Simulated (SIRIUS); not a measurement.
# K (Im-3m) in SIRIUS: reference runs

Aim: a first look at K with PBE, on the cell as given and on a disturbed one.

Program: SIRIUS 7.10.0. These are calculated values, not measurements. Logs are shortened: lines on timing, memory, paths and dates and some standing lists are left out, and cuts for length are marked. The log counts tension as positive stress, the text compression.

### Step 1. The crystal as given

It takes space group Im-3m (No. 229, cubic). Conventional cell: a = 5.395 Å, b = 5.395 Å, c = 5.395 Å, α = 90.00°, β = 90.00°, γ = 90.00°.

### Step 2. Single point, PBE

Contents of sirius.json:

```json
{
  "control": {
    "processing_unit": "cpu",
    "verbosity": 2,
    "num_bands_to_print": 11,
    "print_forces": true,
    "print_stress": true
  },
  "parameters": {
    "electronic_structure_method": "pseudopotential",
    "xc_functionals": ["XC_GGA_X_PBE", "XC_GGA_C_PBE"],
    "gk_cutoff": 8.7,
    "pw_cutoff": 17.4,
    "ngridk": [7, 7, 7],
    "shiftk": [0, 0, 0],
    "smearing": "fermi_dirac",
    "smearing_width": 0.0018374661,
    "num_bands": 11,
    "num_mag_dims": 0,
    "num_dft_iter": 100,
    "energy_tol": 1e-08,
    "density_tol": 1e-06
  },
  "iterative_solver": {
    "type": "davidson",
    "min_tolerance": 1e-10
  },
  "mixer": {
    "type": "anderson",
    "beta": 0.7,
    "max_history": 8
  },
  "settings": {
    "tol_ne": 1e-10
  },
  "unit_cell": {
    "lattice_vectors": [
      [-0.57735026919, 0.57735026919, 0.57735026919],
      [0.57735026919, -0.57735026919, 0.57735026919],
      [0.57735026919, 0.57735026919, -0.57735026919]
    ],
    "lattice_vectors_scale": 8.8293832596,
    "atom_coordinate_units": "lattice",
    "atom_types": ["K"],
    "atom_files": {
      "K": "K.json"
    },
    "atoms": {
      "K": [
        [0.0, 0.0, 0.0]
      ]
    }
  }
}
```

Potentials or basis: PseudoDojo 0.4.1 PBE standard (scalar relativistic).

Started as:

```sh
upf_to_json K.upf
OMP_NUM_THREADS=1 sirius.scf --input=sirius.json --output=out.json --task=0
```

Log:

```text
[info] SIRIUS version : 7.10.0
[info] number of MPI ranks           : 1
[info] MPI grid                      : 1 1
[info] maximum number of OMP threads : 1
[fft] FFT context for density and potential
[fft] =====================================
[fft]   comm size                             : 1
[fft]   plane wave cutoff                     : 17.4
[fft]   grid size                             : 54 54 54   total : 157464
[fft]   grid limits                           : -26 27   -26 27   -26 27
[fft]   number of G-vectors within the cutoff : 23589
[fft]   local number of G-vectors             : 23589
[fft]   number of G-shells                    : 1185
[fft] FFT context for coarse grid
[fft] =====================================
[fft]   comm size                             : 1
[fft]   plane wave cutoff                     : 17.4
[fft]   grid size                             : 54 54 54   total : 157464
[fft]   grid limits                           : -26 27   -26 27   -26 27
[fft]   number of G-vectors within the cutoff : 23589
[fft]   local number of G-vectors             : 23589
[fft]   number of G-shells                    : 1185
[unit cell] lattice vectors
[unit cell]   a1 :      -5.0976468017      5.0976468017      5.0976468017
[unit cell]   a2 :       5.0976468017     -5.0976468017      5.0976468017
[unit cell]   a3 :       5.0976468017      5.0976468017     -5.0976468017
[unit cell] reciprocal lattice vectors
[unit cell]   b1 :       0.0000000000      0.6162829195      0.6162829195
[unit cell]   b2 :       0.6162829195      0.0000000000      0.6162829195
[unit cell]   b3 :       0.6162829195      0.6162829195      0.0000000000
[unit cell] unit cell volume :       529.86985860 [a.u.^3]
[unit cell] 1/sqrt(omega)    :         0.04344256
[unit cell] MT volume        :         0.00000000 ( 0.00%)
[unit cell] IT volume        :       529.86985860 (100.00%)
[unit cell] number of atom types : 1
[unit cell] type id : 0 symbol :  K mt_radius :  22.210000 num_atoms : 1
[unit cell] total number of atoms : 1
[unit cell] number of symmetry classes : 1
[unit cell] number of PAW atoms : 0
[unit cell] atom id  type id  class id             position                      vector_field
[unit cell] ------------------------------------------------------------------------------------------
[unit cell]      0        0        0      0.00000   0.00000   0.00000      0.00000   0.00000   0.00000
[unit cell] atom id         position (Cartesian, a.u.)
[unit cell] ---------------------------------------------
[unit cell]      0       0.000000    0.000000    0.000000
[unit cell] class id : 0 atom id : 0
[... 307 lines left out ...]
[find] --------------------------------------------------------------------------------
[find] valence_eval_sum               :      -5.33459621
[find] <rho|V^{XC}>                   :      -5.85034078
[find] <rho|E^{XC}>                   :      -6.35215217
[find] <mag|B^{XC}>                   :       0.00000000
[find] <rho|V^{H}>                    :      19.52366961
[find] one-electron contribution      :     -19.00792503 (Ha),     -38.01585006 (Ry)
[find] hartree contribution           :       9.76183480
[find] xc contribution                :      -6.35215217
[find] ewald contribution             :     -14.45656795
[find] PAW contribution               :       0.00000000
[find] smearing (-TS)                 :      -0.00026340
[find] SCF correction                 :      -0.00000027
[find] Total energy                   :     -30.05481061 (Ha),     -60.10962123 (Ry)
[find] Free energy (E-TS)             :     -30.05507401 (Ha),     -60.11014803 (Ry)
[find] band gap (eV)                  :       0.00000000
[find] Efermi                         :       0.05635701
[find] iteration : 13, RMS : 1.273392870192e-09, energy difference : -2.280842181790e-11
[find] Hartree energy of density residual : 7.065637154014e-15
[find] bands are converged : true
[find] iterative solver converged : true
[find] converged after 14 SCF iterations!
[find] Charges and magnetic moments
[find] --------------------------------------------------------------------------------
[find] total charge          : 9.000000
[find] Energy
[find] --------------------------------------------------------------------------------
[find] valence_eval_sum               :      -5.33459621
[find] <rho|V^{XC}>                   :      -5.85034078
[find] <rho|E^{XC}>                   :      -6.35215217
[find] <mag|B^{XC}>                   :       0.00000000
[find] <rho|V^{H}>                    :      19.52366961
[find] one-electron contribution      :     -19.00792503 (Ha),     -38.01585006 (Ry)
[find] hartree contribution           :       9.76183480
[find] xc contribution                :      -6.35215217
[find] ewald contribution             :     -14.45656795
[find] PAW contribution               :       0.00000000
[find] smearing (-TS)                 :      -0.00026340
[find] SCF correction                 :      -0.00000027
[find] Total energy                   :     -30.05481061 (Ha),     -60.10962123 (Ry)
[find] Free energy (E-TS)             :     -30.05507401 (Ha),     -60.11014803 (Ry)
[find] band gap (eV)                  :       0.00000000
[find] Efermi                         :       0.05635701
[ground_state] === stress tensor components [kbar] ===
[ground_state] === stress_kin ===
[ground_state] -3784.085041   -0.000000   -0.000000
[ground_state]    -0.000000-3784.085041    0.000000
[ground_state]    -0.000000    0.000000-3784.085041
[ground_state] === stress_har ===
[ground_state] -1806.752188   -0.000000   -0.000000
[ground_state]    -0.000000-1806.752188    0.000000
[ground_state]    -0.000000    0.000000-1806.752188
[ground_state] === stress_ewald ===
[ground_state]  2675.668693    0.000000    0.000000
[ground_state]     0.000000 2675.668693   -0.000000
[ground_state]     0.000000   -0.000000 2675.668693
[ground_state] === stress_vloc ===
[ground_state]  4983.363254    0.000000    0.000000
[ground_state]     0.000000 4983.363254   -0.000000
[ground_state]     0.000000   -0.000000 4983.363254
[ground_state] === stress_xc ===
[ground_state]  -227.527833   -0.000000   -0.000000
[ground_state]    -0.000000 -227.527833    0.000000
[ground_state]    -0.000000    0.000000 -227.527833
[ground_state] === stress_core ===
[ground_state]  1192.675414    0.000000    0.000000
[ground_state]     0.000000 1192.675414   -0.000000
[ground_state]     0.000000   -0.000000 1192.675414
[ground_state] === stress_nonloc ===
[ground_state] -3031.308247   -0.000000   -0.000000
[ground_state]    -0.000000-3031.308247    0.000000
[ground_state]    -0.000000    0.000000-3031.308247
[ground_state] === stress_us_nl ===
[ground_state] -3031.308247   -0.000000   -0.000000
[ground_state]    -0.000000-3031.308247    0.000000
[ground_state]    -0.000000    0.000000-3031.308247
[ground_state] === stress_total ===
[ground_state]     2.034050   -0.000000   -0.000000
[ground_state]    -0.000000    2.034050   -0.000000
[ground_state]    -0.000000   -0.000000    2.034050
[ground_state] ==== total Forces in Ha/bohr =====
[ground_state] atom:    0, force:       0.0000000      0.0000000      0.0000000
[ground_state] ==== ultrasoft contribution from Qij =====
[ground_state] atom:    0, force:       0.0000000      0.0000000      0.0000000
[ground_state] ==== non-local contribution from Beta-projector =====
[ground_state] atom:    0, force:       0.0000000      0.0000000      0.0000000
[ground_state] ==== contribution from local potential =====
[ground_state] atom:    0, force:       0.0000000      0.0000000      0.0000000
[ground_state] ==== contribution from core density =====
[ground_state] atom:    0, force:       0.0000000      0.0000000      0.0000000
[ground_state] ==== Ewald forces from ions =====
[ground_state] atom:    0, force:       0.0000000      0.0000000      0.0000000
[~DFT_ground_state] local op. applied: 8808
[~DFT_ground_state] evp. work count: 3381.2
[~DFT_ground_state] number of iterative solver steps: 1326
```

It took 39 s on 1 thread of Arm Neoverse V1, shared host; peak memory 0.37 GiB.

Results:

```
Free energy            : -817.8402 eV
Pressure               : -0.2 GPa
Band gap on the k mesh : none (metal or under the smearing width)
```

### Step 3. Single point, PBE (cell strained at random at fixed volume)

Edit sirius.json of step 2 so:

```diff
@@ -37,7 +37,6 @@
     "lattice_vectors": [
-      [-0.57735026919, 0.57735026919, 0.57735026919],
-      [0.57735026919, -0.57735026919, 0.57735026919],
-      [0.57735026919, 0.57735026919, -0.57735026919]
+      [-4.968277064527, 5.041056086765, 4.913425874034],
+      [5.13757384858, -5.186323113417, 5.227991574465],
+      [5.026818890142, 5.244864939032, -5.058694790412]
     ],
-    "lattice_vectors_scale": 8.8293832596,
     "atom_coordinate_units": "lattice",
@@ -49,3 +48,3 @@
       "K": [
-        [0.0, 0.0, 0.0]
+        [-0.003685, -0.00832, 0.007211]
       ]
```

Potentials or basis: PseudoDojo 0.4.1 PBE standard (scalar relativistic).

Started as:

```sh
upf_to_json K.upf
OMP_NUM_THREADS=1 sirius.scf --input=sirius.json --output=out.json --task=0
```

Wall time 5.4 min (1 thread of Arm Neoverse V1, shared host); peak memory 1.3 GiB.

Results (log left out):

```yaml
Free_energy: -817.8389 eV
Pressure: -0.2 GPa
Band_gap_on_the_k_mesh: none (metal or under the smearing width)
```

Stress tensor (GPa, compression positive):
```
-0.20 -0.04 -0.09
-0.04 -0.19  0.08
-0.09  0.08 -0.21
```
